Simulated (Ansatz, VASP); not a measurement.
Ta in VASP and in Ansatz

```
Ta
1.0
     0.00000    2.99686    2.99686
     2.99686    0.00000    2.99686
     2.99686    2.99686    0.00000
Ta
2
Cartesian
  2.9969 2.9969 2.9969
  4.4953 4.4953 4.4953
```

Alike in both runs: functional PBEsol; k mesh 6 × 6 × 6; occupations gaussian, width 0.1 eV; no spin polarisation.

Ansatz relaxed the structure, and its values are those at the end. VASP's run is a single point on that final structure, the one shown.

```csv
,VASP,Ansatz
version,VASP 6.6.1,Ansatz 0.2.0
potentials or method,"VASP PAW PBE potentials, release 64 (Ta_pv)","scalar-relativistic, plane waves, PAW"
plane-wave cutoff (eV),520,420
valence electrons in the cell,22,26
```

|  | VASP | Ansatz | Ansatz less VASP |
| --- | --- | --- | --- |
| gap on the k mesh at the Fermi level (eV) | none | none | - |
| pressure (GPa) | 0.4 | 0.3 | -0.13 |

A gap of «none» marks a metal or a gap that the smearing closes. The functional is the same, so the differences come from potentials, cutoffs and numerics. The two sets of potentials don't hold the same shells in valence.

Caveats: the PAW data sets were made with another functional, which shifts forces and pressure a little (VASP). Spin-orbit coupling is left out, which matters for the levels of Ta.
